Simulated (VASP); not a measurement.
Wanted: the native input for a VASP 6.6.1 run.

```yaml
Task: single point
Functional: PBEsol
Potentials_or_basis: VASP PAW PBE potentials, release 64 (Rh_pv)
Cutoff: 520 eV
k_mesh: 28 × 28 × 28
Occupations: gaussian, width 0.1 eV
Spin: no spin polarisation
Further_INCAR_settings: ALGO = Fast; EDIFF = 1e-07
```

The structure of Rh lies in POSCAR:

```
Rh
1.0
    0.0000000000      1.8896100000      1.8896100000
    1.8896100000      0.0000000000      1.8896100000
    1.8896100000      1.8896100000      0.0000000000
Rh
1
Direct
    0.0000000000      0.0000000000      0.0000000000
```

The input as run:

INCAR

```
SYSTEM = Rh
PREC     = Accurate       ! precision mode
ENCUT    = 520            ! plane-wave cutoff, eV
EDIFF    = 1E-7           ! SCF threshold, eV
ISMEAR   = 0              ! smearing method
SIGMA    = 0.1            ! smearing width, eV
LREAL    = .False.        ! projectors in reciprocal space
LASPH    = .True.         ! aspherical terms in the spheres
NELM     = 80             ! most SCF steps
ALGO     = Fast           ! electronic algorithm
ISIF     = 2              ! what is computed and relaxed
LWAVE    = .False.        ! write WAVECAR
LCHARG   = .False.        ! write CHGCAR
GGA      = PS             ! functional
```

KPOINTS

```
regular mesh
0
Gamma
  28 28 28
  0 0 0
```

Potentials or basis: VASP PAW PBE potentials, release 64 (Rh_pv).

Command:

```sh
$ cat potpaw_PBE.64/Rh_pv/POTCAR > POTCAR
$ mpirun -np 1 vasp_std > vasp.out
```

Results of the run:

```
Pressure               : 0.1 GPa
Band gap on the k mesh : none (metal or under the smearing width)
```

Caveat: the PAW data sets were made with another functional, which shifts forces and pressure a little.

It took 56 s on 1 thread of AMD EPYC 9R14 (Zen 4), with other jobs on the host, peak memory 0.17 GiB.
